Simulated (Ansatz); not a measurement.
## SnSe2 under changes of volume

One of the cells (25.726 Å³/atom); the others are scaled copies at fixed shape and fractional positions:

```
Sn Se
1.0
     3.81100    0.00000    0.00000
    -1.90550    3.30042    0.00000
     0.00000    0.00000    6.13600
Sn Se
1 2
Direct
  0.00000 0.00000 0.00000
  0.66667 0.33333 0.75100
  0.33333 0.66667 0.24900
```

* Program: Ansatz 0.2.0
* Functional: r2SCAN
* Potentials or basis: Ansatz PAW
* Cutoff: 500 eV (not typed: the program's choice for these potentials)
* k mesh: 8 × 8 × 5
* Occupations: fermi-dirac, width 0.05 eV
* Spin: no spin polarisation

| volume (Å³/atom) | energy over the lowest point (meV/atom) | pressure (GPa) | gap on the mesh (eV) | largest force (eV/Å) |
| --- | --- | --- | --- | --- |
| 24.182 | 74.17 | 9.4 | 1.19 | 1.199 |
| 24.697 | 47.45 | 7.3 | 1.16 | 0.953 |
| 25.212 | ? | ? | ? | ? |
| 25.726 | 13.09 | 3.6 | 1.10 | 0.517 |
| 26.241 | 4.17 | 2.0 | 1.06 | 0.325 |
| 26.755 | 0.00 | 0.6 | 1.03 | 0.147 |
| 27.270 | 0.08 | -0.6 | 1.00 | 0.018 |

Task: What does the run at 25.212 Å³/atom give?

Result: Energy over the lowest point 27.31 meV/atom; pressure 5.3 GPa; gap on the mesh 1.13 eV; largest force 0.726 eV/Å.

Worked out: A Birch-Murnaghan fit of order 3 (a polynomial in V^(-2/3)) to the other rows has its minimum at 27.00 Å³/atom with B0 = V·E''(V) = 66 GPa and B' = 4.6 at fixed shape and positions, which overstates the stiffness. It gives 27.31 meV/atom at 25.212 Å³/atom, against the run's 27.31, and -dE/dV = 5.3 GPa, against 5.3. A straight line through the other rows of the gap, of slope -1.6 eV per unit of ln V, gives 1.13 eV, against the run's 1.13.

Energies are extrapolated to zero smearing.

Caveats: odd divisions of the mesh miss points on the zone boundary, where band edges often lie, so the gap on the mesh can be too wide; spin-orbit coupling is left out, which moves the levels of the heavy elements; the PAW data sets come from PBE, with cores solved anew for the run's functional, which leaves a small shift of forces and pressure; forces of over 1 eV/Å show positions far from the minimum, so gaps and moduli don't describe the material at rest (some runs).

A mesh can miss the band edges.
